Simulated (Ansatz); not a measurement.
**Ta: energies, forces and stress near the listed structure**

How do energy, forces, pressure and gap of Ta change under random distortions, further strains and shifts, swapped elements, other functionals? Each case is one self-consistent run.

Program: Ansatz 0.2.0. Level of theory: DFT PBE, scalar-relativistic, plane waves, PAW, unless a step's input says otherwise. These are calculated values, not measurements.

1 further run of the same task is left out (set aside as unsound or not needed).

## 1. The structure to begin with

The structure is cubic, space group Fm-3m (No. 225). The conventional cell has a = 4.220 Å, b = 4.220 Å, c = 4.220 Å, α = 90.00°, β = 90.00°, γ = 90.00°. Around Ta (site symmetry m-3m) lie 12 Ta at 2.98 Å.

Coordinates:

```
CELL_PARAMETERS angstrom
0.00000 2.11000 2.11000
2.11000 0.00000 2.11000
2.11000 2.11000 0.00000
ATOMIC_POSITIONS crystal
Ta 0.00000 0.00000 0.00000
```

The structure comes from the Crystallography Open Database.

## 2. Another functional, on a distorted cell: r2SCAN

The change: strain xx, yy, zz, yz, xz, xy = +3.9, +3.9, +3.9, +0.0, +0.0, +0.0 %.

input.yaml

```yaml
crystal:
  lattice:
    - [0.0, 2.1923322, 2.1923322]
    - [2.1923322, 0.0, 2.1923322]
    - [2.1923322, 2.1923322, 0.0]
  atoms:
    - { symbol: Ta, position: [0.0, 0.0, 0.0] }
basis:
  ecutwfc: 500
kpoints:
  mp_grid: { grid: [18, 18, 18] }
hamiltonian:
  xc: r2scan
scf:
  occupations: { method: gaussian, width: 0.1 }
output:
  forces: true
  stress: true
  eigenvalues: true
```

Run with:

```
$ ansatz run input.yaml --threads 1 --pin off --max-ram 1331MiB --backend cpu --events-out ev --progress --plain --runs-dir out
```

Standard output, shortened:

```text
Warning: RAYON_NUM_THREADS=1 ignored (pool sized by the plan → 1); use --threads N
[...]
Pseudopotentials: kind: paw
Pseudopotential: Ta, paw, valence charge 13, recommended cutoff 500 eV (meta_gga), Ta.paw.azcp
Functional definition: r2SCAN
[...]
Crystal: 1 atoms, lattice volume = 21.074 Å³
Basis set: ecut = 500 eV, 531 PW (Γ), exchange–correlation on 96×96×96 points (64 copies of the dense FFT grid, shifted against one another)
Bands: 11, of which v1, the nominal top of the filled ones, is band 7 counted from 1 (6 counted from 0)
Symmetry: 48 space group operations
Space group: Fm-3m (ITA 225), of the structure as read, at distance tolerance 2.8e-5 Å
k-points: 195 of 5832
[...]
SCF iter   1: F=—  HF=-9943.901924 eV  |F-HF|=—  |Δ(HF+E_count)|=         —  Δρ=7.01e-3  dr2=5.05e-3  dr2_τ=1.24e-2  ethr=1.77e-3  ⟨swp⟩=5.6  Hψ=13092  notcnv=0
[...]
SCF iter   6: F=-9943.913148 eV  HF=-9943.913148 eV  |F-HF|=8.44e-9  |Δ(HF+E_count)|=   1.64e-7  Δρ=6.96e-6  dr2=6.43e-9  dr2_τ=2.66e-9  ethr=7.69e-10  ⟨swp⟩=6.8  Hψ=9684  notcnv=0
[...]
SCF converged after 6 iterations
Free energy (F): -9943.913148 eV
[...]
E sigma→0 (E₀):  -9943.909941 eV
Entropy (-TS):   -0.006415 eV (-6.415 meV/atom)
Fermi energy:    15.752690 eV
[...]
--- Forces (eV/Å), atoms counted from 1 ---
  atom   1  Ta    -0.00000000     0.00000000     0.00000000
[...]
--- Stress (GPa, compression-positive) ---
      -19.565014      -0.000000       0.000000
       -0.000000     -19.565014       0.000000
        0.000000      -0.000000     -19.565014
  P = ⅓ Tr σ = -19.5650 GPa (-195.650 kbar)
--- Band table (eV; the first three rows and the last of 195) ---
  k-point 0: bands = ["-54.0331", "-19.4503", "-19.4503", "-19.4503", "7.7096", "16.2681", "16.2681", "16.2681", "19.0739", "19.0739", "28.0843"]
[...]
```

Run time: 10 s. Hardware: 1 thread of an x86-64 CPU, shared host; peak memory 0.41 GiB.

## 3. A change within a subgroup

What differs from the listed cell: strain xx, yy, zz, yz, xz, xy = +3.8, -5.2, +3.8, +0.0, +1.0, +0.0 %.

input.yaml

```yaml
crystal:
  lattice:
    - [0.0216064, 1.9995626, 2.1894626]
    - [2.211069, 0.0, 2.211069]
    - [2.1894626, 1.9995626, 0.0216064]
  atoms:
    - { symbol: Ta, position: [0.0, 0.0, 0.0] }
basis:
  ecutwfc: 420
kpoints:
  mp_grid: { grid: [16, 16, 16] }
hamiltonian:
  xc: pbe
scf:
  occupations: { method: gaussian, width: 0.1 }
output:
  forces: true
  stress: true
  eigenvalues: true
```

Run with:

```
$ ansatz run input.yaml --threads 1 --pin off --max-ram 1331MiB --backend cpu --events-out ev --progress --plain --runs-dir out
```

Standard output, shortened:

```text
Warning: RAYON_NUM_THREADS=1 ignored (pool sized by the plan → 1); use --threads N
[...]
[... 1 set-up line as earlier in the session ...]
Pseudopotential: Ta, paw, valence charge 13, recommended cutoff 420 eV (normal), Ta.paw.azcp
Functional definition: PBE
[...]
Crystal: 1 atoms, lattice volume = 19.169 Å³
Basis set: ecut = 420 eV, 371 PW (Γ), exchange–correlation on 40×48×40 points (8 copies of the dense FFT grid, shifted against one another)
Bands: 11, of which v1, the nominal top of the filled ones, is band 7 counted from 1 (6 counted from 0)
Symmetry: 8 space group operations
Space group: Immm (ITA 71), of the structure as read, at distance tolerance 2.7e-5 Å
k-points: 621 of 4096
[...]
SCF iter   1: F=—  HF=-9932.053174 eV  |F-HF|=—  |Δ(HF+E_count)|=         —  Δρ=3.12e-3  dr2=5.47e-4  ethr=1.77e-3  ⟨swp⟩=5.1  Hψ=38307  notcnv=0
[...]
SCF iter   6: F=-9932.053403 eV  HF=-9932.053403 eV  |F-HF|=8.50e-9  |Δ(HF+E_count)|=   2.52e-8  Δρ=1.64e-5  dr2=1.76e-8  ethr=5.20e-10  ⟨swp⟩=2.7  Hψ=25782  notcnv=0
[...]
SCF converged after 6 iterations
Free energy (F): -9932.053403 eV
[...]
E sigma→0 (E₀):  -9932.050195 eV
Entropy (-TS):   -0.006416 eV (-6.416 meV/atom)
Fermi energy:    17.652763 eV
[...]
--- Forces (eV/Å), atoms counted from 1 ---
  atom   1  Ta     0.00000000     0.00000000    -0.00000000
[...]
--- Stress (GPa, compression-positive) ---
       -0.908148       0.000000      -0.048588
        0.000000     -11.860649       0.000000
       -0.048588       0.000000      -0.908148
  P = ⅓ Tr σ = -4.5590 GPa (-45.590 kbar)
--- Band table (eV; the first three rows and the last of 621) ---
  k-point 0: bands = ["-49.8909", "-15.9239", "-15.9237", "-15.9020", "9.6945", "17.7270", "18.0330", "18.9481", "20.2901", "21.7289", "29.9333"]
[...]
```

It took 14 s on 1 thread of an x86-64 CPU, shared host; peak memory 0.43 GiB.

## 4. Random moves and strain, cell strained

The change: strain xx, yy, zz, yz, xz, xy = +3.1, +2.7, +3.7, +0.0, -0.1, -0.1 %.

input.yaml

```yaml
crystal:
  lattice:
    - [-0.0027008, 2.1674764, 2.186804]
    - [2.1731734, -0.0013926, 2.1854958]
    - [2.1735954, 2.1665902, -0.0018146]
  atoms:
    - { symbol: Ta, position: [0.0, 0.0, 0.0] }
basis:
  ecutwfc: 420
kpoints:
  mp_grid: { grid: [14, 14, 14] }
hamiltonian:
  xc: pbe
scf:
  occupations: { method: gaussian, width: 0.1 }
output:
  forces: true
  stress: true
  eigenvalues: true
```

Run with:

```
$ ansatz run input.yaml --threads 1 --pin off --max-ram 1331MiB --backend cpu --events-out ev --progress --plain --runs-dir out
```

Standard output, shortened:

```text
Warning: RAYON_NUM_THREADS=1 ignored (pool sized by the plan → 1); use --threads N
[...]
[... 3 set-up lines as earlier in the session ...]
[...]
Crystal: 1 atoms, lattice volume = 20.621 Å³
Basis set: ecut = 420 eV, 411 PW (Γ), exchange–correlation on 48×48×48 points (8 copies of the dense FFT grid, shifted against one another)
Bands: 11, of which v1, the nominal top of the filled ones, is band 7 counted from 1 (6 counted from 0)
Symmetry: 2 space group operations
Space group: P-1 (ITA 2), of the structure as read, at distance tolerance 2.7e-5 Å
k-points: 1376 of 2744
[...]
SCF iter   1: F=—  HF=-9931.924665 eV  |F-HF|=—  |Δ(HF+E_count)|=         —  Δρ=3.24e-3  dr2=1.37e-3  ethr=1.77e-3  ⟨swp⟩=5.1  Hψ=85060  notcnv=0
[...]
SCF iter   6: F=-9931.924771 eV  HF=-9931.924771 eV  |F-HF|=2.55e-9  |Δ(HF+E_count)|=   2.67e-8  Δρ=9.08e-6  dr2=6.26e-9  ethr=7.69e-10  ⟨swp⟩=4.7  Hψ=46270  notcnv=0
[...]
SCF converged after 6 iterations
Free energy (F): -9931.924771 eV
[...]
E sigma→0 (E₀):  -9931.921613 eV
Entropy (-TS):   -0.006317 eV (-6.317 meV/atom)
Fermi energy:    16.280546 eV
[...]
--- Forces (eV/Å), atoms counted from 1 ---
  atom   1  Ta     0.00000000     0.00000000     0.00000000
[...]
--- Stress (GPa, compression-positive) ---
      -14.704430       0.056180       0.065975
        0.056180     -14.955345       0.011352
        0.065975       0.011352     -14.286190
  P = ⅓ Tr σ = -14.6487 GPa (-146.487 kbar)
--- Band table (eV; the first three rows and the last of 1376) ---
  k-point 0: bands = ["-51.5475", "-17.6366", "-17.6352", "-17.6332", "8.5655", "16.6815", "16.7507", "16.7903", "19.3133", "19.4390", "28.1934"]
[...]
```

It took 30 s on 1 thread of an x86-64 CPU, shared host; peak memory 0.6 GiB.

## 5. Substitution of an element, cell strained: Ta → W, first probe

The change: W takes all sites of Ta, and lengths are scaled by 0.972 as a first guess of the size; strain xx, yy, zz, yz, xz, xy = +3.8, +3.8, +3.8, +0.0, +0.0, +0.0 %.

input.yaml

```yaml
crystal:
  lattice:
    - [0.0, 2.1282165981, 2.1282165981]
    - [2.1282165981, 0.0, 2.1282165981]
    - [2.1282165981, 2.1282165981, 0.0]
  atoms:
    - { symbol: W, position: [0.0, 0.0, 0.0] }
basis:
  ecutwfc: 420
kpoints:
  mp_grid: { grid: [8, 8, 8] }
hamiltonian:
  xc: pbe
scf:
  occupations: { method: gaussian, width: 0.1 }
output:
  forces: true
  stress: true
  eigenvalues: true
```

Run with:

```
$ ansatz run input.yaml --threads 1 --pin off --max-ram 1331MiB --backend cpu --events-out ev --progress --plain --runs-dir out
```

Standard output, shortened:

```text
Warning: RAYON_NUM_THREADS=1 ignored (pool sized by the plan → 1); use --threads N
[...]
[... 1 set-up line as earlier in the session ...]
Pseudopotential: W, paw, valence charge 14, recommended cutoff 420 eV (normal), W.paw.azcp
[... 1 set-up line as earlier in the session ...]
[...]
Crystal: 1 atoms, lattice volume = 19.279 Å³
Basis set: ecut = 420 eV, 339 PW (Γ), exchange–correlation on 48×48×48 points (8 copies of the dense FFT grid, shifted against one another)
Bands: 11, of which v1, the nominal top of the filled ones, is band 7 counted from 1 (6 counted from 0)
[... 1 set-up line as earlier in the session ...]
Space group: Fm-3m (ITA 225), of the structure as read, at distance tolerance 2.7e-5 Å
k-points: 29 of 512
[...]
SCF iter   1: F=—  HF=-10384.026602 eV  |F-HF|=—  |Δ(HF+E_count)|=         —  Δρ=3.21e-3  dr2=1.19e-3  ethr=1.77e-3  ⟨swp⟩=5.0  Hψ=1721  notcnv=0
[...]
SCF iter   6: F=-10384.026509 eV  HF=-10384.026509 eV  |F-HF|=1.62e-10  |Δ(HF+E_count)|=   1.66e-9  Δρ=1.83e-6  dr2=2.63e-10  ethr=8.65e-11  ⟨swp⟩=2.3  Hψ=1004  notcnv=0
[...]
SCF converged after 6 iterations
Free energy (F): -10384.026509 eV
[...]
E sigma→0 (E₀):  -10384.022101 eV
Entropy (-TS):   -0.008817 eV (-8.817 meV/atom)
Fermi energy:    17.626338 eV
[...]
--- Forces (eV/Å), atoms counted from 1 ---
  atom   1  W     -0.00000000    -0.00000000     0.00000000
[...]
--- Stress (GPa, compression-positive) ---
      -32.609001       0.000000       0.000000
        0.000000     -32.609001       0.000000
        0.000000       0.000000     -32.609001
  P = ⅓ Tr σ = -32.6090 GPa (-326.090 kbar)
--- Band table (eV; the first three rows and the last of 29) ---
  k-point 0: bands = ["-56.2880", "-20.1150", "-20.1150", "-20.1150", "9.4893", "17.2171", "17.2171", "17.2171", "19.6903", "19.6903", "30.1515"]
[...]
```

Wall time 1.2 s (1 thread of an x86-64 CPU, shared host); peak memory 0.28 GiB.

## 6. Substitution of an element, cell strained: Ta → W

Edit input.yaml of step 5 so:

```diff
@@ -10,3 +10,3 @@
 kpoints:
-  mp_grid: { grid: [8, 8, 8] }
+  mp_grid: { grid: [16, 16, 16] }
 hamiltonian:
```

Run with:

```
$ ansatz run input.yaml --threads 1 --pin off --max-ram 1331MiB --backend cpu --events-out ev --progress --plain --runs-dir out
```

Standard output, shortened:

```text
Warning: RAYON_NUM_THREADS=1 ignored (pool sized by the plan → 1); use --threads N
[...]
[... 3 set-up lines as earlier in the session ...]
[...]
Crystal: 1 atoms, lattice volume = 19.279 Å³
Basis set: ecut = 420 eV, 339 PW (Γ), exchange–correlation on 48×48×48 points (8 copies of the dense FFT grid, shifted against one another)
Bands: 11, of which v1, the nominal top of the filled ones, is band 7 counted from 1 (6 counted from 0)
[... 2 set-up lines as earlier in the session ...]
k-points: 145 of 4096
[...]
SCF iter   1: F=—  HF=-10384.012480 eV  |F-HF|=—  |Δ(HF+E_count)|=         —  Δρ=2.35e-3  dr2=7.19e-4  ethr=1.77e-3  ⟨swp⟩=5.0  Hψ=8603  notcnv=0
[...]
SCF iter   6: F=-10384.012378 eV  HF=-10384.012378 eV  |F-HF|=2.26e-10  |Δ(HF+E_count)|=   2.47e-9  Δρ=2.14e-6  dr2=3.46e-10  ethr=5.04e-11  ⟨swp⟩=2.0  Hψ=4868  notcnv=0
[...]
SCF converged after 6 iterations
Free energy (F): -10384.012378 eV
[...]
E sigma→0 (E₀):  -10384.008048 eV
Entropy (-TS):   -0.008659 eV (-8.659 meV/atom)
Fermi energy:    17.633470 eV
[...]
--- Forces (eV/Å), atoms counted from 1 ---
  atom   1  W     -0.00000000    -0.00000000     0.00000000
[...]
--- Stress (GPa, compression-positive) ---
      -32.301193      -0.000000      -0.000000
       -0.000000     -32.301193      -0.000000
        0.000000      -0.000000     -32.301193
  P = ⅓ Tr σ = -32.3012 GPa (-323.012 kbar)
--- Band table (eV; the first three rows and the last of 145) ---
  k-point 0: bands = ["-56.3000", "-20.1257", "-20.1257", "-20.1257", "9.4892", "17.2128", "17.2128", "17.2128", "19.6837", "19.6837", "30.1556"]
[...]
```

It took 3.5 s on 1 thread of an x86-64 CPU, shared host; peak memory 0.32 GiB.

## 7. Results

```
step                                               case  energy (meV/atom)  pressure (GPa)  largest force (eV/Å)  gap on the mesh (eV)
   2    another functional, on a distorted cell: r2SCAN                n/a           -19.6                  0.00                  0.00
   3                         a change within a subgroup               +0.0            -4.6                  0.00                  0.00
   4             random moves and strain, cell strained            +128.6*           -14.6                  0.00                  0.00
   6  substitution of an element, cell strained: Ta → W                n/a           -32.3                  0.00                  0.00
```

Energies are counted from step 3, with the smearing taken to zero; a star marks another k mesh, which can shift energies by itself, so starred rows don't rank against the others. Other atoms or functionals have another zero of energy (n/a). A gap of 0.00 means none on the mesh at this level.

With one atom in the cell, moving it shifts the whole crystal, so no force arises from that. The distorted cells of the listed formula and level show no gap on the mesh. The runs treat Ta, W without spin-orbit coupling.
